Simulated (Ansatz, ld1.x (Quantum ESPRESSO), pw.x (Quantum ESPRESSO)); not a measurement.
What a changed setting does to a pw.x run (bcc Al)

Potential: norm-conserving Troullier–Martins (Kleinman–Bylander form), ld1.x (Quantum ESPRESSO) 7.5, PBE; core [Ne], reference 3s1 3p0; waves: 3s (bound): rc 1.30 bohr; 3p (bound, empty): rc 2.10 bohr; 3d channel at 0.15 Ry: rc 2.15 bohr; local part: the d channel; core correction: none.

The reference run (k-mesh 14³, cutoffs 100/400 Ry, Fermi–Dirac 0.01 Ry, mixing_beta 0.4, conv_thr 1e-9, no spin) gives 0.16 GPa at 16.945 Å³/atom, where all-electron LAPW gives 0.07 GPa. This run, with its own iteration cap, changes nbnd to 1, a wrong or extreme entry chosen on purpose.

```
&control
  calculation='scf', prefix='x', pseudo_dir='./', outdir='./tmp', tstress=.true., disk_io='none'
/
&system
  ibrav=0, nat=1, ntyp=1, ecutwfc=100, ecutrho=400, nbnd=1,
  occupations='smearing', smearing='fd', degauss=0.01
/
&electrons
  conv_thr=1e-09, mixing_beta=0.4, electron_maxstep=70
/
ATOMIC_SPECIES
Al 1.0 Al.UPF
CELL_PARAMETERS angstrom
  -1.61805716 1.61805716 1.61805716
  1.61805716 -1.61805716 1.61805716
  1.61805716 1.61805716 -1.61805716
ATOMIC_POSITIONS crystal
Al 0.0000 0.0000 0.0000
K_POINTS automatic
14 14 14 0 0 0
```

```bash
pw.x < Al.scf.in > Al.scf.out
```

How does the run end?

It stops with "setup: too few bands". There must be at least as many bands as half the electrons, and more with smearing.

```
Error in routine setup (1):
     too few bands
```
